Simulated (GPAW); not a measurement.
Na2S:

```
CELL_PARAMETERS angstrom
0.00000 3.27350 3.27350
3.27350 0.00000 3.27350
3.27350 3.27350 0.00000
ATOMIC_POSITIONS crystal
S 0.00000 0.00000 0.00000
Na 0.75000 0.75000 0.75000
Na 0.25000 0.25000 0.25000
```

Program: GPAW 26.7.0. Alike in all runs: no spin polarisation; cell as given; k mesh 7 × 7 × 7; cutoff (eV) 800; smearing fermi-dirac 0.05 eV. Hardware: 1 thread of Arm Neoverse V2, on a shared host.

Problem. Order these runs on this cell by their wall time, lowest first.
A. task band structure; level r2SCAN; potentials or basis GPAW PAW data sets (gpaw-data 1.2.1), pw; band path GXWKGLUWLK,UX; band points 60
B. task band structure; level PBEsol; potentials or basis PAW data sets generated in the run's folder for this functional, pw; band path GXWKGLUWLK,UX; band points 60
C. task single point; level PBE; potentials or basis GPAW PAW data sets (gpaw-data 1.2.1), pw

Solution. C (21 s), B (75 s), A (200 s).
